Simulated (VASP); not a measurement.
BN, 2 atoms in the cell. It takes space group F-43m (No. 216, cubic). Conventional cell: a = 3.626 Å, b = 3.626 Å, c = 3.626 Å, α = 90.00°, β = 90.00°, γ = 90.00°. N (site symmetry -43m) is surrounded by 4 B at 1.57 Å. B (site symmetry -43m) has 4 N at 1.57 Å as nearest neighbours. The cell is a database's computed one.

- Program: VASP 6.6.1
- Task: single point
- Functional: PBEsol
- Potentials or basis: VASP PAW PBE potentials, release 64 (N, B)
- Cutoff: 520 eV
- k mesh: 13 × 13 × 13
- Occupations: fermi-dirac, width 0.05 eV
- Spin: no spin polarisation
- Ladder: free
- Further INCAR settings: ALGO = Normal; EDIFF = 1e-07; NBANDS = 11

Potentials or basis: VASP PAW PBE potentials, release 64 (N, B).

Command:

```sh
$ cat potpaw_PBE.64/N/POTCAR potpaw_PBE.64/B/POTCAR > POTCAR
$ mpirun -np 1 vasp_std > vasp.out
```

Hardware: 1 thread of Intel(R) Xeon(R) Platinum 8488C (Sapphire Rapids), on a shared host.

Q: Estimate the wall time of this run.

A: Run time: 10 s on 1 thread of Intel(R) Xeon(R) Platinum 8488C (Sapphire Rapids) (shared host), peak memory 0.12 GiB. Counts: scf iterations 13, k points 84.
